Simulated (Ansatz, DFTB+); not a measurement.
# Redistribution: C4H8 + C3H8O → C4H8O + C3H8

Species: C4H8 (1-butene) `C=CCC`, singlet; C3H8O (1-propanol) `CCCO`, singlet; C4H8O (3-buten-1-ol) `C=CCCO`, singlet; C3H8 (propane) `CCC`, singlet. The partners trade H for OH; both sit on C, so the bond types are kept.

Shapes, held fixed at every level: PBE0-D4/def2-TZVP. Flexible molecules stand in one conformer, not always the lowest. Programs: Ansatz 0.2.0, DFTB+ 25.1. Electronic energies: no zero-point or thermal term.

| level | kind | ΔE (kJ/mol) | less CCSD(T)/CBS estimate | CPU time (sum over the molecules) |
| --- | --- | --- | --- | --- |
| DFTB1 | semi-empirical | -0.5 | 0.0 | 0.14 s |
| r2SCAN-D4/def2-TZVPP | meta-GGA | -1.5 | -1.0 | 42 s |
| B3LYP-D4/def2-TZVPP | global hybrid | 0.0 | +0.5 | 40 s |
| wB97M-V/def2-TZVPP | range-separated hybrid | -1.3 | -0.8 | 1.7 min |
| wB97X-V/def2-TZVPP | range-separated hybrid | -0.9 | -0.4 | 70 s |
| MP2/def2-TZVPP | perturbation theory | -1.0 | -0.5 | – |
| CCSD(T)/def2-TZVPP | coupled cluster or CI | -0.8 | -0.3 | 22 min |
| CCSD/def2-TZVPP | coupled cluster or CI | +0.2 | +0.7 | – |
| CCSD(T)/CBS estimate | coupled cluster or CI | -0.5 | 0.0 | 26 min |

The highest level, CCSD(T)/CBS estimate, gives ΔE = -0.5 kJ/mol; the levels span -1.5 to +0.2. That is about zero within the method's error. They disagree on the sign: 1 of 9 are positive. The column of differences is taken from that level and isn't an error. No measured value is set beside it here. The CBS estimate extrapolates MP2 from def2-TZVPP and def2-QZVPP and adds CCSD(T) − MP2 in the triple-zeta set, cores frozen. Times are processor times on shared x86 and Arm servers, and rough.
